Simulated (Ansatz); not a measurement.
# TaC at several levels of theory

One geometry, relaxed with PBE, and single points on it; plane waves with PAW potentials in Ansatz, scalar-relativistic unless the row names spin-orbit coupling. No spin polarisation. Meshes are on the primitive cell of 2 atoms. Gaps are the least over mesh and band path; pressure is positive in compression. Smearing is Gaussian, 0.10 eV.

```
CELL_PARAMETERS angstrom
0.00000 2.23760 2.23760
2.23760 0.00000 2.23760
2.23760 2.23760 0.00000
ATOMIC_POSITIONS crystal
Ta 0.00000 0.00000 0.00000
C 0.50000 0.50000 0.50000
```

| level | cutoff (eV) | k mesh | gap (eV) | pressure (GPa) | rough cost with bands (core-min) |
| --- | --- | --- | --- | --- | --- |
| PBE | 420 | 16×16×16 | 0 | 0.0 | 0.6 |

**Question.** What do r2SCAN, PBE with spin-orbit coupling, PBEsol give on the same cell?

**Answer.**
```tsv
level	cutoff (eV)	k mesh	gap (eV)	pressure (GPa)	rough cost with bands (core-min)
r2SCAN	500	16×16×16	0	-3.0	0.8
PBE with spin-orbit coupling	420	16×16×16	0	-0.3	0.7
PBEsol	420	16×16×16	0	-7.8	0.6
```

Spin-orbit coupling is left out except in a row that names it, which matters for the bands of heavy elements.